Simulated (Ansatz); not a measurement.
VH2:

```
V H
1.0
     0.00000    2.13550    2.13550
     2.13550    0.00000    2.13550
     2.13550    2.13550    0.00000
V H
1 2
Direct
  0.00000 0.00000 0.00000
  0.75000 0.75000 0.75000
  0.25000 0.25000 0.25000
```

Base run:

| Property | Result |
| --- | --- |
| Program | Ansatz 0.2.0 |
| Functional | r2SCAN |
| Potentials or basis | Ansatz PAW |
| Cutoff | 500 eV (not typed: the program's choice for these potentials) |
| k mesh | 11 × 11 × 11 |
| Occupations | fermi-dirac, width 0.05 eV |
| Spin | collinear spin, ferromagnetic start |
| Starting moments | [2.0, 0.0, 0.0] μB |
| Hubbard terms | V d U = 5 eV |

Its results: band gap on the k mesh none (metal or under the smearing width); pressure 39.6 GPa; net moment 2.85 μB per cell; site moments V +1.95; H -0.01 μB.

Problem. After a change of settings the same cell gave: band gap on the k mesh none (metal or under the smearing width); pressure 8.7 GPa; net moment 1.70 μB per cell; site moments V +1.28; H -0.01 μB. Which change was it?
A. hubbard terms from V d U = 5 eV to V d U = 2 eV
B. hubbard terms from V d U = 5 eV to none; hubbard projectors from ortho-atomic (the default) to none
C. hubbard terms from V d U = 5 eV to V d U = 6 eV

Solution. A.

Caveats: the magnetic or orbital state may not be the lowest; the PAW data sets come from PBE, with cores solved anew for the run's functional, which leaves a small shift of forces and pressure; the U is typed as a test and isn't derived for this compound; a pressure of tens of GPa on the cell as given is suspect, and the run, the potentials or the cell itself is likely at fault (some runs).
